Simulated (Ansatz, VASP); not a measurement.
**Cross-check of ZnS (Sphalerite) between VASP and Ansatz**

Wanted: the spread between two codes on one cell, functional and k mesh. The cell is taken from a series of VASP runs on this material, whose earlier steps may have relaxed, scaled or displaced it; both programs get it as it stands.

Program: Ansatz 0.2.0. Level of theory: plane waves, with VASP 6.6.1 beside it; band structure at PBE, band structure at r2SCAN and dielectric response at LDA. Results are calculated unless marked as measured.

## (1) Set-up

The structure is cubic, space group F-43m (No. 216). Conventional cell: a = 5.409 Å, b = 5.409 Å, c = 5.409 Å, α = 90.00°, β = 90.00°, γ = 90.00°. Zn has 4 S at 2.34 Å nearest. S has 4 Zn at 2.34 Å nearest. Farther neighbours and most contacts between anions are not listed.

Coordinates:

```xyz
2
Lattice="0.0000 2.7046 2.7046 2.7046 0.0000 2.7046 2.7046 2.7046 0.0000" Properties=species:S:1:pos:R:3 pbc="T T T"
Zn    0.0000    0.0000    0.0000
S     4.0570    4.0570    4.0570
```

## (2) VASP: band structure, PBE

Levels along a path test the potential and the projectors away from the mesh points.

Lines of VASP's logs that name or quote its potential files are left out, and so is its time.

File INCAR:

```
SYSTEM = ZnS
PREC = Accurate
ENCUT = 350
EDIFF = 1E-06
NELM = 100
ISMEAR = 0
SIGMA = 0.03
LREAL = .FALSE.
ALGO = Normal
GGA = PE
NBANDS = 21
LORBIT = 11
LWAVE = .FALSE.
LCHARG = .FALSE.
KPAR = 4
```

File POSCAR:

```
ZnS
1.0
    0.0000000000      2.7046500000      2.7046500000
    2.7046500000      0.0000000000      2.7046500000
    2.7046500000      2.7046500000      0.0000000000
Zn S
1 1
Direct
    0.0000000000      0.0000000000      0.0000000000
    0.7500000000      0.7500000000      0.7500000000
```

File KPOINTS:

```
Automatic mesh
0
Gamma
8 8 8
0 0 0
```

File KPOINTS_OPT:

```
Line mode
10
Line-mode
Reciprocal
  0.00000000   0.00000000   0.00000000 GAMMA
  0.50000000   0.00000000   0.50000000 X

  0.50000000   0.00000000   0.50000000 X
  0.50000000   0.25000000   0.75000000 W

  0.50000000   0.25000000   0.75000000 W
  0.37500000   0.37500000   0.75000000 K

  0.37500000   0.37500000   0.75000000 K
  0.00000000   0.00000000   0.00000000 GAMMA

  0.00000000   0.00000000   0.00000000 GAMMA
  0.50000000   0.50000000   0.50000000 L

  0.50000000   0.50000000   0.50000000 L
  0.62500000   0.25000000   0.62500000 U

  0.62500000   0.25000000   0.62500000 U
  0.50000000   0.25000000   0.75000000 W

  0.50000000   0.25000000   0.75000000 W
  0.50000000   0.50000000   0.50000000 L

  0.50000000   0.50000000   0.50000000 L
  0.37500000   0.37500000   0.75000000 K

  0.62500000   0.25000000   0.62500000 U
  0.50000000   0.00000000   0.50000000 X
```

PAW data sets: Zn and S (PBE family, release 64).

Launch:

```bash
> mpirun -np 4 vasp_std
```

Numbers of over 12 decimals in the logs are rounded to 6 here.

Output:

```text
[banner, memory and clock lines left out]
running    4 mpi-ranks, on    1 nodes
 distrk:  each k-point on    1 cores,    4 groups
 distr:  one band on    1 cores,    1 groups

 POSCAR found type information on POSCAR ZnS
 POSCAR found :  2 types and       2 ions
 LDA part: xc-table for (Slater+PW92), standard interpolation
 POSCAR, INCAR and KPOINTS ok, starting setup
 FFT: planning ... GRIDC
 FFT: planning ... GRID_SOFT
 FFT: planning ... GRID
 WAVECAR not read
 entering main loop
       N       E                     dE             d eps       ncg     rms          rms(c)
DAV:   1     0.935370285956E+02    0.93537E+02   -0.65822E+03  1231   0.780E+02
DAV:   2     0.250884449405E+00   -0.93286E+02   -0.84872E+02  1271   0.201E+02
DAV:   3    -0.718750890870E+01   -0.74384E+01   -0.73526E+01  1487   0.564E+01
DAV:   4    -0.727268875929E+01   -0.85180E-01   -0.85130E-01  1371   0.614E+00
DAV:   5    -0.727313373186E+01   -0.44497E-03   -0.44496E-03  1487   0.447E-01    0.685E+00
DAV:   6    -0.687043050984E+01    0.40270E+00   -0.45875E-01  1613   0.223E+01    0.534E+00
DAV:   7    -0.684595885628E+01    0.24472E-01   -0.16444E-01  1426   0.318E+00    0.272E+00
DAV:   8    -0.684509784305E+01    0.86101E-03   -0.47282E-03  1616   0.964E-01    0.652E-01
DAV:   9    -0.684526823605E+01   -0.17039E-03   -0.13704E-03  1403   0.246E-01    0.852E-02
DAV:  10    -0.684543738499E+01   -0.16915E-03   -0.24699E-04  1353   0.903E-02    0.447E-02
DAV:  11    -0.684542843146E+01    0.89535E-05   -0.20623E-05  1431   0.313E-02    0.151E-02
DAV:  12    -0.684542870651E+01   -0.27505E-06   -0.38211E-06  1368   0.101E-02
   1 F= -.68454287E+01 E0= -.68454287E+01  d E =-.112791E-21
 Start KPOINTS_OPT (optional k-point list driver)
k-point batch [1-29\100]
       N       E                     dE             ncg
DAV:   1     0.101362598967E+04   -0.13204E+05     1234
DAV:   2    -0.159537628888E+04   -0.26090E+04     1266
DAV:   3    -0.179863464624E+04   -0.20326E+03     1457
DAV:   4    -0.180085949467E+04   -0.22248E+01     1403
DAV:   5    -0.180087086503E+04   -0.11370E-01     1478
DAV:   6    -0.180087096143E+04   -0.96400E-04     1443
DAV:   7    -0.180087096237E+04   -0.94293E-06     1286
[...]
k-point batch [88-100\100]
       N       E                     dE             ncg
DAV:   1     0.857427578496E+04   -0.69424E+04      559
DAV:   2     0.740620860871E+04   -0.11681E+04      567
DAV:   3     0.731844178590E+04   -0.87767E+02      677
DAV:   4     0.731752614757E+04   -0.91564E+00      606
DAV:   5     0.731752137216E+04   -0.47754E-02      678
DAV:   6     0.731752132787E+04   -0.44293E-04      626
DAV:   7     0.731752132734E+04   -0.52969E-06      649
```

OUTCAR, selected parts (step 2):

```text
ion  position               nearest neighbor table
   1  0.000  0.000  0.000-   2 2.34   2 2.34   2 2.34   2 2.34
   2  0.750  0.750  0.750-   1 2.34   1 2.34   1 2.34   1 2.34

  LATTYP: Found a face centered cubic cell.
 ALAT       =     5.4093000000

 Subroutine GETGRP returns: Found 24 space group operations
 (whereof 24 operations were pure point group operations)

The static configuration has the point symmetry T_d .

 Found     29 irreducible k-points:

   k-points           NKPTS =     29   k-points in BZ     NKDIM =     29   number of bands    NBANDS=     21

   dimension x,y,z NGX =    24 NGY =   24 NGZ =   24
   dimension x,y,z NGXF=    48 NGYF=   48 NGZF=   48

   ENCUT  =  350.0 eV  25.72 Ry    5.07 a.u.   5.83  5.83  5.83*2*pi/ulx,y,z

   NELECT =      18.0000    total number of electrons

 k-points in reciprocal lattice and weights: Automatic mesh
   0.00000000  0.00000000  0.00000000       0.002
   0.12500000  0.00000000  0.00000000       0.016
   0.25000000  0.00000000  0.00000000       0.016
   0.37500000  0.00000000  0.00000000       0.016
   0.50000000  0.00000000  0.00000000       0.008
   0.12500000  0.12500000  0.00000000       0.012
   0.25000000  0.12500000  0.00000000       0.047
   0.37500000  0.12500000  0.00000000       0.047
   0.50000000  0.12500000  0.00000000       0.047
[...]
-0.37500000  0.50000000  0.12500000       0.023
  -0.25000000  0.50000000  0.25000000       0.012

 average (electrostatic) potential at core
       1 -36.2627       2 -88.5975

 E-fermi :   2.2759

 k-point     1 :       0.0000    0.0000    0.0000
  band No.  band energies     occupation
    ...
      5      -3.7380      2.00000
      6      -3.7380      2.00000
      7       2.0831      2.00000
      8       2.0831      2.00000
      9       2.0831      2.00000
     10       4.1793      0.00000
     11       8.4777      0.00000
     12       8.4777      0.00000
     13       8.4778      0.00000
     14      13.8451      0.00000
    ...

 k-point     2 :       0.1250    0.0000    0.0000
  band No.  band energies     occupation
    ...
      5      -3.7394      2.00000
      6      -3.7394      2.00000
      7       0.9697      2.00000
      8       1.9364      2.00000
      9       1.9364      2.00000
     10       5.0003      0.00000
     11       8.3840      0.00000
     12       8.7313      0.00000
     13       8.7313      0.00000
     14      13.2546      0.00000
    ...

 k-point     3 :       0.2500    0.0000    0.0000
  band No.  band energies     occupation
    ...
      5      -3.7361      2.00000
      6      -3.7361      2.00000
      7      -0.7429      2.00000
      8       1.6167      2.00000
      9       1.6167      2.00000
     10       5.5456      0.00000
     11       9.0157      0.00000
     12       9.1008      0.00000
     13       9.1008      0.00000
     14      13.0556      0.00000
    ...

  Total        0.3410074      0.3410074      0.3410074      0.0000000     -0.0000000     -0.0000000
  in kB       13.8073773     13.8073773     13.8073773      0.0000000     -0.0000000     -0.0000000
  external PRESSURE =      13.8073773 kB  Pullay stress =       0.0000000 kB

  energy-cutoff  :      350.00
  volume of cell :       39.57
      direct lattice vectors                 reciprocal lattice vectors
     0.000000000  2.704650000  2.704650000    -0.184866803  0.184866803  0.184866803
     2.704650000  0.000000000  2.704650000     0.184866803 -0.184866803  0.184866803
     2.704650000  2.704650000  0.000000000     0.184866803  0.184866803 -0.184866803

 POSITION                                       TOTAL-FORCE (eV/Angst)
 -----------------------------------------------------------------------------------
      0.00000      0.00000      0.00000         0.000000      0.000000      0.000000
      4.05697      4.05697      4.05697        -0.000000     -0.000000     -0.000000
 -----------------------------------------------------------------------------------
    total drift:                                0.000001      0.000001      0.000002

  FREE ENERGIE OF THE ION-ELECTRON SYSTEM (eV)
  ---------------------------------------------------
  free  energy   TOTEN  =        -6.8454287065 eV

  energy  without entropy=       -6.8454287065  energy(sigma->0) =       -6.84542871

 total charge
# of ion       s       p       d       tot
------------------------------------------
    1        0.519   0.474   9.795  10.788
    2        1.315   2.434   0.000   3.749
--------------------------------------------------
tot          1.834   2.908   9.795  14.537

[... 3 further parts left out ...]
```

The run ends at a pressure of 1.38 GPa.

## (3) Ansatz: band structure, PBE

Ansatz runs on its default PAW (the set named soft_2) files.

The same cell, functional, mesh and smearing now go to Ansatz, which takes its cutoff from its data sets.

File input.yaml:

```yaml
crystal:
  lattice:
    - [0.0, 2.70465, 2.70465]
    - [2.70465, 0.0, 2.70465]
    - [2.70465, 2.70465, 0.0]
  atoms:
    - { symbol: Zn, position: [0.0, 0.0, 0.0] }
    - { symbol: S, position: [0.75, 0.75, 0.75] }
hamiltonian:
  xc: pbe
  pseudopotentials: { kind: paw }
kpoints:
  mp_grid: { grid: [8, 8, 8] }
  band_path:
    path:
      - [0.0, 0.0, 0.0]
      - [0.16667, 0.0, 0.16667]
      - [0.33333, 0.0, 0.33333]
      - [0.5, 0.0, 0.5]
      - [0.5, 0.08333, 0.58333]
      - [0.5, 0.19444, 0.69444]
      - [0.5, 0.25, 0.75]
      - [0.45833, 0.29167, 0.75]
      - [0.40278, 0.34722, 0.75]
      - [0.375, 0.375, 0.75]
      - [0.20833, 0.20833, 0.41667]
      - [0.08333, 0.08333, 0.16667]
      - [0.0, 0.0, 0.0]
      - [0.22222, 0.22222, 0.22222]
      - [0.38889, 0.38889, 0.38889]
      - [0.51389, 0.47222, 0.51389]
      - [0.55556, 0.38889, 0.55556]
      - [0.61111, 0.27778, 0.61111]
      - [0.61111, 0.25, 0.63889]
      - [0.56944, 0.25, 0.68056]
      - [0.51389, 0.25, 0.73611]
      - [0.5, 0.27778, 0.72222]
      - [0.5, 0.38889, 0.61111]
      - [0.5, 0.47222, 0.52778]
      - [0.48611, 0.48611, 0.52778]
      - [0.43056, 0.43056, 0.63889]
      - [0.38889, 0.38889, 0.72222]
      - [0.59722, 0.19444, 0.59722]
      - [0.55556, 0.11111, 0.55556]
      - [0.5, 0.0, 0.5]
    npoints: 1
scf:
  occupations: { method: gaussian, width: 0.03 }
  n_extra_bands: 7
output:
  forces: true
  stress: true
  eigenvalues: true
```

Launch:

```bash
> ansatz run input.yaml --threads 2 --pin off --max-ram 4608MiB --backend cpu --events-out ev --progress --plain --runs-dir out
```

Output:

```text
scf.n_extra_bands = 7 over 9 filled bands (N_el = 18.0): the run solves 16 bands
Engine: ansatz 0.2.0, aarch64-unknown-linux-gnu
Pseudopotentials: kind: paw
Pseudopotential: Zn, paw, valence charge 12, recommended cutoff 420 eV (normal), Zn.paw.azcp
Pseudopotential: S, paw, valence charge 6, recommended cutoff 420 eV (normal), S.paw.azcp
Functional definition: PBE
  parameter kappa = 0.804
  parameter beta = 0.066725
  exchange = pbe_x(kappa = kappa, mu = beta*pi^2/3)
  correlation = pbe_c(beta = beta)
Crystal: 2 atoms, lattice volume = 39.570 Å³
Basis set: ecut = 420 eV, 749 PW (Γ), exchange–correlation on 54×54×54 points (8 copies of the dense FFT grid, shifted against one another)
Bands: 16, of which v1, the nominal top of the filled ones, is band 9 counted from 1 (8 counted from 0)
Symmetry: 24 space group operations
Space group: F-43m (ITA 216), of the structure as read, at distance tolerance 3.4e-5 Å
k-points: 29 of 512 (time reversal used)
Non-local potential: Zn, projectors of the file, l = 0: 2, l = 1: 2, l = 2: 3, l = 3: 1
Non-local potential: S, projectors of the file, l = 0: 2, l = 1: 2, l = 2: 2
PAW form: soft (Blöchl's): semilocal exchange-correlation on the pseudo side does not see the compensation charge
PAW one-centre angular grid: Zn, 590 points (default); XC on 64 Gauss nodes
PAW one-centre angular grid: S, 110 points (default); XC on 64 Gauss nodes
Initial density: superposition of atomic densities (neutral atoms: chi_scale 0, normalization atom), corrected by the library's trained network
Initial wavefunctions: pseudopotential atomic-orbital guess
Functional: x = pbe(κ = 0.804, μ = 0.219515), c = pbe(β = 0.066725)
SCF iter   1: F=—  HF=-4222.730766 eV  |F-HF|=—  |Δ(HF+E_count)|=         —  Δρ=5.84e-4  dr2=1.74e-4  ethr=1.77e-3  ⟨swp⟩=5.5  Hψ=2666  notcnv=0  defer=4
preconditioner: auto → none  [insulator: Δε(μ)=2.089 eV  Ē_g=14.749 eV  σ=0.030 eV  W_gap=1.00  n_scr=14 (ndim 8)  ℏωp=25.0 eV  f_vac=0.029  D(μ)=0.00/eV (n_scr^D=0)  ε∞_Penn≈3.9]
SCF iter   2: F=—  HF=-4222.730947 eV  |F-HF|=—  |Δ(HF+E_count)|=   1.81e-4  Δρ=5.95e-4  dr2=6.60e-5  ethr=9.68e-7  ⟨swp⟩=2.1  Hψ=980  notcnv=0  defer=36
SCF iter   3: F=—  HF=-4222.730967 eV  |F-HF|=—  |Δ(HF+E_count)|=   1.98e-5  Δρ=1.53e-4  dr2=7.05e-6  ethr=3.66e-7  ⟨swp⟩=2.0  Hψ=614  notcnv=0  defer=36
SCF iter   4: F=—  HF=-4222.730978 eV  |F-HF|=—  |Δ(HF+E_count)|=   1.07e-5  Δρ=5.70e-5  dr2=5.22e-7  ethr=3.92e-8  ⟨swp⟩=2.0  Hψ=629  notcnv=0  defer=36
SCF iter   5: F=—  HF=-4222.730981 eV  |F-HF|=—  |Δ(HF+E_count)|=   3.48e-6  Δρ=3.03e-5  dr2=2.26e-7  ethr=2.90e-9  ⟨swp⟩=2.0  Hψ=658  notcnv=0  defer=36
SCF iter   6: F=-4222.730982 eV  HF=-4222.730982 eV  |F-HF|=1.33e-8  |Δ(HF+E_count)|=   5.96e-7  Δρ=3.37e-6  dr2=1.67e-9  ethr=5.56e-10  ⟨swp⟩=7.6  Hψ=2312  notcnv=0
SCF 1 converged in 6 iterations: F = -4222.730982 eV  dr2 = 1.67e-9
  greatest PAW one-centre occupation: 0.983 electrons in one spin orbital (limit 2), on the Zn atom at site 0 (counted from 0), in its partial waves of l = 2
NSCF: frozen V_eff on 30 k-points
SCF converged after 6 iterations
Free energy (F): -4222.730982 eV
Harris-Foulkes:  -4222.730982 eV  (|F-HF|=1.33e-8)
Internal energy: -4222.730982 eV  (E = F + TS)
E sigma→0 (E₀):  -4222.730982 eV
Fermi energy:    6.797245 eV
--- Per-component energies (eV) ---
  E_band       = 4.597229
  E_kinetic    = 238.288008
  E_local      = -2042.834230  (includes V_loc(G=0)·N_el)
  E_nonlocal   = 642.746904
  E_hartree    = 854.141122
  E_xc         = -234.386894
  E_vxc        = -139.534090  (∫ρ·V_xc dr)
  E_paw        = -2428.534294  (= ΣΔE_a)
  E_vpaw       = -402.351436  (= ΣTr[D̂ρ^β])
  E_aug_tail   = -0.000358  (compensation charges beyond the density's cutoff)
  E_ewald      = -1252.151240
  E_smearing   = -0.000000  (= −TS)
  E_closure    = 0.000000  (closes the sum)
  Σ components = -4222.730982   (vs F -4222.730982, Δ=0.00e0)
--- Forces (eV/Å), atoms counted from 1 ---
  atom   1  Zn    -0.00000000     0.00000000     0.00000000
  atom   2  S      0.00000000    -0.00000000     0.00000000
  max |Σ_I F_I| component: 2.78e-17 eV/Å
--- Stress (GPa, compression-positive) ---
        1.374997       0.000000      -0.000000
       -0.000000       1.374997       0.000000
       -0.000000       0.000000       1.374997
  P = ⅓ Tr σ = 1.3750 GPa (13.750 kbar)
--- Band table (eV; the first three rows and the last of 29) ---
  k-point 0: bands = [... 5 lower, -0.0779, 5.7487, 5.7487, 5.7487, 7.8453, 12.1203, 12.1203, 12.1203, ... 3 higher]
  k-point 1: bands = [... 5 lower, -0.0796, 4.6370, 5.6021, 5.6021, 8.6651, 12.0271, 12.3714, 12.3714, ... 3 higher]
  k-point 2: bands = [... 5 lower, -0.0764, 2.9247, 5.2825, 5.2825, 9.2106, 12.6594, 12.7390, 12.7390, ... 3 higher]
  k-point 28: bands = [... 5 lower, 0.3188, 1.1747, 3.0146, 3.0479, 11.4384, 11.7588, 13.5941, 13.9428, ... 3 higher]
```

It took 1.3 s on 2 threads of Arm Neoverse V2, shared host; peak memory 0.29 GiB.

Reading the cycles: dr2 is the Hartree energy of the density residual (eV), the measure of convergence; HF is the Harris–Foulkes estimate of the energy, which meets the free energy F at convergence.

## (4) Comparison

Known differences besides the potentials themselves: the cutoff is 420 eV in Ansatz and 350 eV in VASP; VASP leaves aspherical gradient terms in its spheres out (LASPH is not set), Ansatz keeps them. Total energies have different zeros and are not compared.

Compared:

```tsv
quantity	Ansatz	VASP	difference
pressure (GPa)	1.38	1.38	-0.01
pressure without Ansatz's Pulay correction (GPa)	1.31	1.38	-0.07
gap over the path points (eV)	2.097	2.096	0.000
```

Levels at points of the path, from each program's valence-band top (eV; 4 filled, then empty):

```tsv
k (reciprocal lattice)	Ansatz	VASP
0.000 0.000 0.000	-5.83 0.00 0.00 0.00 2.10 6.37 6.37	-5.82 0.00 0.00 0.00 2.10 6.39 6.39
0.167 0.000 0.167	-5.81 -1.57 -0.67 -0.67 3.81 5.28 7.42	-5.80 -1.57 -0.67 -0.67 3.81 5.29 7.46
0.333 0.000 0.333	-5.77 -3.47 -1.74 -1.74 3.93 4.47 9.36	-5.76 -3.47 -1.74 -1.74 3.93 4.48 9.39
0.500 0.000 0.500	-5.61 -4.55 -2.21 -2.21 3.41 4.07 10.93	-5.60 -4.55 -2.21 -2.21 3.41 4.07 10.96
0.500 0.083 0.583	-5.57 -4.55 -2.35 -2.34 3.82 4.43 10.24	-5.56 -4.55 -2.35 -2.34 3.82 4.44 10.28
0.500 0.194 0.694	-5.45 -4.57 -2.68 -2.65 5.23 5.65 8.43	-5.44 -4.57 -2.68 -2.65 5.24 5.66 8.46
0.500 0.250 0.750	-5.43 -4.57 -2.73 -2.70 5.69 6.01 7.84	-5.42 -4.58 -2.74 -2.70 5.70 6.02 7.87
0.458 0.292 0.750	-5.45 -4.58 -2.92 -2.38 5.21 5.98 8.11	-5.44 -4.58 -2.92 -2.38 5.22 5.99 8.14
0.403 0.347 0.750	-5.48 -4.60 -3.08 -1.88 4.28 5.95 9.08	-5.47 -4.60 -3.08 -1.88 4.28 5.96 9.12
0.375 0.375 0.750	-5.48 -4.61 -3.10 -1.80 4.13 5.95 9.34	-5.47 -4.61 -3.10 -1.80 4.13 5.96 9.39
```

Among the levels compared at these points, filled levels agree within 8 meV and empty ones within 50 meV. Ansatz's pressure holds a Pulay correction of 0.07 GPa; VASP's holds none.

## (5) Ansatz: band structure, r2SCAN

Levels along a path test the potential and the projectors away from the mesh points.

The cell is taken from a series of VASP runs on this material, whose earlier steps may have relaxed, scaled or displaced it; both programs get it as it stands.

input.yaml, as its differences from that of step 3:

```diff
@@ -9,3 +9,3 @@
 hamiltonian:
-  xc: pbe
+  xc: r2scan
   pseudopotentials: { kind: paw }
```

Output:

```text
[...]
Crystal: 2 atoms, lattice volume = 39.570 Å³
Basis set: ecut = 500 eV, 965 PW (Γ), exchange–correlation on 120×120×120 points (64 copies of the dense FFT grid, shifted against one another)
Bands: 16, of which v1, the nominal top of the filled ones, is band 9 counted from 1 (8 counted from 0)
Symmetry: 24 space group operations
[...]
k-point 0: bands = [... 5 lower, -0.4806, 5.4705, 5.4705, 5.4705, 8.1218, 12.3446, 12.3446, 12.3446, ... 3 higher]
  k-point 1: bands = [... 5 lower, -0.4821, 4.3864, 5.3211, 5.3211, 8.9128, 12.2430, 12.6046, 12.6046, ... 3 higher]
  k-point 2: bands = [... 5 lower, -0.4788, 2.6279, 4.9939, 4.9939, 9.4601, 12.9025, 12.9717, 12.9717, ... 3 higher]
  k-point 28: bands = [... 5 lower, -0.0821, 0.8482, 2.6759, 2.6937, 11.5061, 12.0377, 13.9122, 14.1274, ... 3 higher]
[key lines of the parts left out:]
SCF converged after 6 iterations
Free energy (F): -4233.449069 eV
Fermi energy:    6.796326 eV
P = ⅓ Tr σ = -0.8608 GPa (-8.608 kbar)
```

Run time: 2.7 s. Hardware: 2 threads; peak memory 0.42 GiB; 5.2 s of CPU time.

[end of part 1 of 2]

[Lines on the potential files, build, host, timing and source positions are cut from VASP's logs without a mark.]

[Logs are printed without paths, hosts, clocks, repeated set-up lines and the standing remarks that a program may print on its own settings, such as how far it seeks lower states.]

[Hosts, paths, dates, database ids (printed as entryN), source tags and the programs' standing remarks are cut or masked in the printed files.]
